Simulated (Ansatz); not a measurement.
Crystal: CuI (Marshite).

```
I Cu
1.0
     0.00000    3.03150    3.03150
     3.03150    0.00000    3.03150
     3.03150    3.03150    0.00000
I Cu
1 1
Direct
  0.00000 0.00000 0.00000
  0.75000 0.75000 0.75000
```

* Program: Ansatz 0.2.0
* Task: relaxation of cell and atoms
* Functional: RPBE
* Potentials or basis: Ansatz PAW
* Cutoff: 420 eV (not typed: the program's choice for these potentials)
* k mesh: 8 × 8 × 8
* Occupations: fermi-dirac, width 0.05 eV
* Spin: no spin polarisation

At the start: volume 27.86 Å³/atom.

How do energy, volume and symmetry change on relaxing?

It ends after 4 steps and the volume is 29.69 Å³/atom (+6.6 %); space group F-43m (No. 216, to 0.05 Å).

Step by step:
```tsv
step	energy change (eV)	largest force (eV/Å)	volume (Å³)
1	0.0000	0.0000	55.72
2	-0.0242	0.0000	58.88
3	-0.0246	0.0000	59.39
4	-0.0255	0.0000	59.39
```

Final structure:
```
I Cu
1.0
     0.00000    3.09662    3.09662
     3.09662    0.00000    3.09662
     3.09662    3.09662    0.00000
I Cu
1 1
Cartesian
  0.0000 0.0000 0.0000
  4.6449 4.6449 4.6449
```

Caveat: the plane-wave basis is chosen anew once the cell has moved, so the energies of steps on either side of that aren't comparable; the PAW data sets come from PBE, with cores solved anew for the run's functional, which leaves a small shift of forces and pressure.
